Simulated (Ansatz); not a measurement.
Take BaSnO₃ in the cubic perovskite structure (space group Pm-3m, No. 221; a = 4.122 Å) as the base. Axes: x, y, z lie along the cube axes.

Level of theory: PBEsol (Ansatz, a program for electronic structure; PAW; 420 eV plane waves; no spin-orbit coupling).

Base values:

Band gap: 0.86 eV

Perturbation: tensile biaxial strain of 0.21 % in the plane normal to [110], as in epitaxy on a mismatched substrate; the out-of-plane cell vector and the atoms relax.

Task: What does the calculation give for the in-plane stress and band gap after the change?

Result: The mean in-plane stress (compression positive) is -0.6 GPa; the band gap shrinks by 0.04 eV, from 0.86 eV to 0.82 eV.

Whether these cells are dynamically stable was not tested.
